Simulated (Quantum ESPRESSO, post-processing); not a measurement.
# AlP(110), H on both faces: a series in the number of layers, part 12 of 12

What law, if any, do the results for AlP(110), H on both faces follow against the number of layers?

Quantum ESPRESSO 7.5; plane-wave DFT, PBE, GBRV ultrasoft pseudopotentials.

So far. Step 14 (Relaxation with pw.x, 9 layers): The relaxation lowers the energy by 6 meV an atom. Step 17 (Relaxing the ions, 11 layers): The relaxation lowers the energy by 5 meV an atom.

The structure was built from a prototype and need not be the compound's stable phase.

**18. Ground state, 11 layers**

m7.f0.in

```
&control
  prefix = 'm7.f0'
  outdir = './out'
  pseudo_dir = './pseudo'
  calculation = 'scf'
  tprnfor = .true.
  tefield = .true.
  dipfield = .true.
/
&system
  ibrav = 0
  nat = 26
  ntyp = 3
  ecutwfc = 40
  ecutrho = 200
  occupations = 'smearing'
  smearing = 'fd'
  degauss = 0.002
  edir = 3
  emaxpos = 0.97
  eopreg = 0.04
  eamp = 0.0
  nbnd = 50
/
&electrons
  conv_thr = 1e-09
  mixing_beta = 0.4
  electron_maxstep = 120
  mixing_mode = 'plain'
/
ATOMIC_SPECIES
  H   1.0080  h_pbe_v1.4.uspp.F.UPF
  Al  26.9815  al_pbe_v1.uspp.F.UPF
  P   30.9738  p_pbe_v1.5.uspp.F.UPF
CELL_PARAMETERS angstrom
  5.50329919300000 0.00000000000000 0.00000000000000
  0.00000000000000 3.89386087700000 0.00000000000000
  0.00000000000000 0.00000000000000 38.02215694475355
ATOMIC_POSITIONS crystal
  H   0.825125075700 0.000000000000 0.207310525000
  H   0.393518344700 0.500000000000 0.216053555900
  Al  -0.009767113200 0.000000000000 0.241827138100
  P   0.241221464700 0.500000000000 0.246401000400
  Al  0.507195810600 0.500000000000 0.295954150700
  P   0.755993502400 0.000000000000 0.294991993100
  Al  0.003985627600 0.000000000000 0.346255299100
  P   0.253425489900 0.500000000000 0.346598470300
  Al  0.503603917500 0.500000000000 0.397699725800
  P   0.753547638600 0.000000000000 0.397514224800
  Al  0.002644564700 0.000000000000 0.448843028300
  P   0.252631027100 0.500000000000 0.448805184600
  Al  0.502299839400 0.500000000000 0.500000000000
  P   0.752110426400 0.000000000000 0.500000000000
  Al  0.002644564700 0.000000000000 0.551156971700
  P   0.252631027100 0.500000000000 0.551194815400
  Al  0.503603917500 0.500000000000 0.602300274200
  P   0.753547638600 0.000000000000 0.602485775200
  Al  0.003985627600 0.000000000000 0.653744700900
  P   0.253425489900 0.500000000000 0.653401529700
  Al  0.507195810600 0.500000000000 0.704045849300
  P   0.755993502400 0.000000000000 0.705008006900
  Al  -0.009767113200 0.000000000000 0.758172861900
  P   0.241221464700 0.500000000000 0.753598999600
  H   0.393518344700 0.500000000000 0.783946444100
  H   0.825125075700 0.000000000000 0.792689475000
K_POINTS automatic
  4 4 1 0 0 0
```

The run is started by

```bash
OMP_NUM_THREADS=1 mpirun -n 4 pw.x -nk 1 -in m7.f0.in > m7.f0.out
```

Log:

```text
[banner, memory and clock lines left out]
Program PWSCF v.7.5 starts
[...]
number of electrons       =        92.00
     number of Kohn-Sham states=           50
     kinetic-energy cutoff     =      40.0000  Ry
     charge density cutoff     =     200.0000  Ry
[...]
number of k points=    10  Fermi-Dirac smearing, width (Ry)=  0.0020
[...]
Dense  grid:   262901 G-vectors     FFT dimensions: (  48,  36, 324)
[...]
negative rho (up, down):  3.906E-04 0.000E+00
[...]
Starting wfcs are   92 randomized atomic wfcs
[...]
negative rho (up, down):  3.911E-04 0.000E+00
[...]
estimated scf accuracy    <       1.20749010 Ry
[...]
negative rho (up, down):  4.717E-04 0.000E+00
[...]
estimated scf accuracy    <       0.21756880 Ry
[...]
negative rho (up, down):  6.280E-04 0.000E+00
[...]
estimated scf accuracy    <       0.02621717 Ry
[...]
negative rho (up, down):  6.842E-04 0.000E+00
[...]
estimated scf accuracy    <       0.00134274 Ry
[...]
negative rho (up, down):  7.051E-04 0.000E+00
[...]
estimated scf accuracy    <       0.00032445 Ry
[...]
negative rho (up, down):  7.168E-04 0.000E+00
[...]
estimated scf accuracy    <       0.00009340 Ry
[...]
negative rho (up, down):  7.247E-04 0.000E+00
[...]
estimated scf accuracy    <       0.00001626 Ry
[...]
negative rho (up, down):  7.301E-04 0.000E+00
[...]
estimated scf accuracy    <       0.00000332 Ry
[...]
negative rho (up, down):  7.326E-04 0.000E+00
[...]
estimated scf accuracy    <       0.00000209 Ry
[...]
negative rho (up, down):  7.339E-04 0.000E+00
[...]
estimated scf accuracy    <       0.00000087 Ry
[...]
negative rho (up, down):  7.347E-04 0.000E+00
[...]
estimated scf accuracy    <       0.00000004 Ry
[...]
negative rho (up, down):  7.352E-04 0.000E+00
[...]
estimated scf accuracy    <       0.00000003 Ry
[...]
negative rho (up, down):  7.355E-04 0.000E+00
[...]
estimated scf accuracy    <          2.8E-09 Ry
[...]
negative rho (up, down):  7.357E-04 0.000E+00
[...]
Total length         68.9774 bohr
[...]
estimated scf accuracy    <          2.7E-09 Ry
[...]
negative rho (up, down):  7.359E-04 0.000E+00
[...]
Computed dipole along edir(3) :
        Dipole                0.0001 Ry au,          0.0002 Debye
        Dipole field          0.0000 Ry au,
        Potential amp.       -0.0000 Ry
        Total length         68.9774 bohr
[...]
the Fermi energy is     1.3740 ev
!    total energy              =    -250.06059126 Ry
     estimated scf accuracy    <          2.2E-10 Ry
     smearing contrib. (-TS)   =      -0.00000000 Ry
     internal energy E=F+TS    =    -250.06059126 Ry
[...]
one-electron contribution =   -2792.44578925 Ry
     hartree contribution      =    1421.94534265 Ry
     xc contribution           =    -115.14624214 Ry
     ewald contribution        =    1235.58609747 Ry
     electric field correction =       0.00000000 Ry
     convergence has been achieved in  15 iterations
     negative rho (up, down):  7.359E-04 0.000E+00
[...]
Total force =     0.001999     Total SCF correction =     0.000033
[...]
```

Run time: 2.7 min. Hardware: 4 MPI ranks of Arm Neoverse V1, shared host; peak memory 1.4 GiB; 11 min of CPU time.

Read from the output:

* Fermi energy: 1.374 eV
* dipole along the normal: 4.16e-5 e·Å
* valence top, on the run's zero: 0.3107 eV
* conduction bottom, on the run's zero: 2.072 eV
* gap by band count: 1.761 eV

**19. Self-consistent run, 11 layers: field 0.1 V/Å**

m7.f1.in is the input of step 18 with these lines changed:

```diff
@@ -1,3 +1,3 @@
 &control
-  prefix = 'm7.f0'
+  prefix = 'm7.f1'
   outdir = './out'
@@ -21,3 +21,3 @@
   eopreg = 0.04
-  eamp = 0.0
+  eamp = 0.00194469
   nbnd = 50
@@ -29,2 +29,3 @@
   mixing_mode = 'plain'
+  startingpot = 'file'
 /
```

The run is started by

```bash
cp -r out/m7.f0.save out/m7.f1.save
OMP_NUM_THREADS=1 mpirun -n 4 pw.x -nk 1 -in m7.f1.in > m7.f1.out
```

Log:

```text
[banner, memory and clock lines left out]
Program PWSCF v.7.5 starts
[...]
number of electrons       =        92.00
     number of Kohn-Sham states=           50
     kinetic-energy cutoff     =      40.0000  Ry
     charge density cutoff     =     200.0000  Ry
[...]
number of k points=    10  Fermi-Dirac smearing, width (Ry)=  0.0020
[...]
Dense  grid:   262901 G-vectors     FFT dimensions: (  48,  36, 324)
[...]
The initial density is read from file :
[...]
negative rho (up, down):  7.359E-04 0.000E+00
[...]
Starting wfcs are   92 randomized atomic wfcs
[...]
negative rho (up, down):  7.345E-04 0.000E+00
[...]
estimated scf accuracy    <       0.04714239 Ry
[...]
negative rho (up, down):  7.343E-04 0.000E+00
[...]
estimated scf accuracy    <       1.64405259 Ry
[...]
negative rho (up, down):  7.342E-04 0.000E+00
[...]
estimated scf accuracy    <       0.01189135 Ry
[...]
negative rho (up, down):  7.345E-04 0.000E+00
[...]
estimated scf accuracy    <       0.00809527 Ry
[...]
negative rho (up, down):  7.348E-04 0.000E+00
[...]
estimated scf accuracy    <       0.00477498 Ry
[...]
negative rho (up, down):  7.350E-04 0.000E+00
[...]
estimated scf accuracy    <       0.00334216 Ry
[...]
negative rho (up, down):  7.353E-04 0.000E+00
[...]
estimated scf accuracy    <       0.00218153 Ry
[...]
negative rho (up, down):  7.357E-04 0.000E+00
[...]
estimated scf accuracy    <       0.00152172 Ry
[...]
negative rho (up, down):  7.359E-04 0.000E+00
[...]
estimated scf accuracy    <       0.00061127 Ry
[...]
negative rho (up, down):  7.365E-04 0.000E+00
[...]
estimated scf accuracy    <       0.00023670 Ry
[...]
negative rho (up, down):  7.362E-04 0.000E+00
[...]
estimated scf accuracy    <       0.00000355 Ry
[...]
negative rho (up, down):  7.360E-04 0.000E+00
[...]
estimated scf accuracy    <       0.00000126 Ry
[...]
negative rho (up, down):  7.359E-04 0.000E+00
[...]
estimated scf accuracy    <       0.00000033 Ry
[...]
negative rho (up, down):  7.358E-04 0.000E+00
[...]
estimated scf accuracy    <       0.00000023 Ry
[...]
negative rho (up, down):  7.358E-04 0.000E+00
[...]
estimated scf accuracy    <       0.00000017 Ry
[...]
negative rho (up, down):  7.357E-04 0.000E+00
[...]
estimated scf accuracy    <       0.00000002 Ry
[...]
negative rho (up, down):  7.357E-04 0.000E+00
[...]
estimated scf accuracy    <       0.00000002 Ry
[...]
negative rho (up, down):  7.357E-04 0.000E+00
[...]
estimated scf accuracy    <          1.8E-09 Ry
[...]
negative rho (up, down):  7.357E-04 0.000E+00
[...]
estimated scf accuracy    <          2.8E-09 Ry
[...]
negative rho (up, down):  7.357E-04 0.000E+00
[...]
Computed dipole along edir(3) :
        Dipole                0.4449 Ry au,          1.1308 Debye
        Dipole field          0.0010 Ry au,
        E field amplitude [Ha a.u.]:  1.9447E-03
        Potential amp.        0.1280 Ry
        Total length         68.9774 bohr
[...]
the Fermi energy is     1.3733 ev
!    total energy              =    -250.06145623 Ry
     estimated scf accuracy    <          7.8E-11 Ry
     smearing contrib. (-TS)   =      -0.00000000 Ry
     internal energy E=F+TS    =    -250.06145623 Ry
[...]
one-electron contribution =   -2792.44451498 Ry
     hartree contribution      =    1421.94437714 Ry
     xc contribution           =    -115.14613787 Ry
     ewald contribution        =    1235.58609747 Ry
     electric field correction =      -0.00127800 Ry
     convergence has been achieved in  20 iterations
     negative rho (up, down):  7.357E-04 0.000E+00
[...]
Total force =     0.005582     Total SCF correction =     0.000022
[...]
```

Wall time 3.8 min (4 MPI ranks); peak memory 1.4 GiB; 15 min of CPU time.

This step gave:

| Item | Value |
| --- | --- |
| free energy | -3402.2594 eV |
| Fermi energy | 1.373 eV |
| dipole along the normal | 0.2354 e·Å |
| valence top, on the run's zero | 0.3721 eV |
| conduction bottom, on the run's zero | 2.080 eV |
| gap by band count | 1.708 eV |

**20. The series side by side**

The series in one table:

```
the number of layers  energy (eV)  gap along the path (eV)  vacuum level over the valence top of the mesh (eV)  dipole at 0.1 V/Å (e Å)  4πα/A (Å)
            3 layers    -973.1694                    2.519                                               5.774                  0.07364      6.218
            4 layers   -1276.8108                    2.333                                               5.733                  0.09371      7.908
            5 layers   -1580.4415                    2.063                                               5.697                   0.1139      9.624
            6 layers   -1884.0767                    2.057                                               5.688                   0.1342      11.33
            7 layers   -2187.7107                    1.892                                               5.683                   0.1545      13.05
            8 layers   -2491.3450                    1.914                                               5.682                   0.1747      14.76
            9 layers   -2794.9793                     1.81                                               5.676                    0.195      16.47
           11 layers   -3402.2477                    1.761                                                5.67                   0.2354      19.88
```

**21. The arithmetic**

4πα/A grows by 0.877 Å for each Å of thickness (clamped-ion); 1 − 1/ε = 0.877 gives ε = 8.1.

**22. Summary of results**

| Item | Value |
| --- | --- |
| clamped-ion ε from the slope of 4πα/A against thickness | 8.1 |
| gap at 11 layers | 1.76 eV |

The series holds 8 members; clamped-ion ε from the slope of 4πα/A against thickness: 8.1; gap at 11 layers: 1.76 eV (PBE, GBRV ultrasoft). So near one, the clamped-ion slope is touchy: 0.01 in it moves ε by 0.7. The gap goes from 2.52 to 1.76 eV as the slab grows from 6.7 to 22.3 Å; the bulk has 1.63 eV on its mesh, and the excess falls as thickness to the power -1.6. Semilocal gaps are too small; no spin-orbit coupling; every broken bond is capped, which crowds large atoms; the ions are held in the field.

[Logs are printed without paths, hosts, clocks, repeated set-up lines and the standing remarks that a program may print on its own settings, such as how far it seeks lower states.]

[Hosts, paths, dates, database ids (printed as entryN), source tags and the programs' standing remarks are cut or masked in the printed files.]

[Maps of the electrostatic potential energy from Ansatz leave out the sawtooth potential of an applied field or a dipole correction, so their vacuum need not be flat; planar profiles and work functions include it.]
